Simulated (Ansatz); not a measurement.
# Fe: the cost of one run

Program: Ansatz 0.2.0. Level of theory: DFT PBE, scalar-relativistic, plane waves, PAW. These are calculated values, not measurements.

The COD entry's cell or inner coordinates are ideal or old and differ from later refinements, so a difference from it is no clean test against experiment.

1 further run of the same task is left out (set aside as unsound or not needed).

### 1 The starting structure

The structure is cubic, space group Im-3m (No. 229). Conventional cell: a = 2.832 Å, b = 2.832 Å, c = 2.832 Å, α = 90.00°, β = 90.00°, γ = 90.00°. Fe (site symmetry m-3m) has 8 Fe at 2.45 Å as nearest neighbours.

As a file:

```cif
data_structure
_symmetry_space_group_name_H-M 'P 1'
_symmetry_Int_Tables_number 1
_cell_length_a 2.4522
_cell_length_b 2.4522
_cell_length_c 2.4522
_cell_angle_alpha 109.471
_cell_angle_beta 109.471
_cell_angle_gamma 109.471
_cell_volume 11.35
loop_
_atom_site_label
_atom_site_type_symbol
_atom_site_fract_x
_atom_site_fract_y
_atom_site_fract_z
_atom_site_occupancy
Fe1 Fe 0.00000 0.00000 0.00000 1
```

This cell was relaxed beforehand with the same method: volume 11.35 Å³/atom, gap on the mesh none (metal), site moments up to 2.2 μB.

### 2 Electronic structure at the relaxed geometry

input.yaml

```yaml
crystal:
  lattice:
    - [-1.4157898482, 1.4157898482, 1.4157898482]
    - [1.4157898482, -1.4157898482, 1.4157898482]
    - [1.4157898482, 1.4157898482, -1.4157898482]
  atoms:
    - { symbol: Fe, position: [0.0, 0.0, 0.0], spin: 2.44 }
basis:
  ecutwfc: 420
kpoints:
  mp_grid: { grid: [20, 20, 20] }
  band_path:
    path:
      - [[0.0, 0.0, 0.0], [0.5, -0.5, 0.5], [0.0, 0.0, 0.5], [0.0, 0.0, 0.0], [0.25, 0.25, 0.25], [0.5, -0.5, 0.5]]
      - [[0.25, 0.25, 0.25], [0.0, 0.0, 0.5]]
    npoints: 14
hamiltonian:
  xc: pbe
scf:
  occupations: { method: gaussian, width: 0.1 }
  n_extra_bands: 6
output:
  forces: true
  stress: true
  eigenvalues: true
  populations: true
  dos: { projected: true, de: 0.02, nscf_kmesh: { grid: [30, 30, 30] } }
  bader: true
  write_density: true
  write_potential: true
  elf: true
  volumetric_format: npy
magnetization:
  spin_polarized: true
checkpoint:
  read: start.run
  write: ck
  compress: false
  write_wavefunctions: false
  write_every: 100000
```

Run with:

```console
> ansatz run input.yaml --threads 1 --pin off --max-ram 2560MiB --backend cpu --events-out ev --progress --plain --runs-dir out
```

Q: Estimate wall time and peak memory on 1 thread of Intel Xeon at 2.50GHz (Skylake/Cascade Lake), shared host.

About 46 s, with a peak of 0.38 GiB.
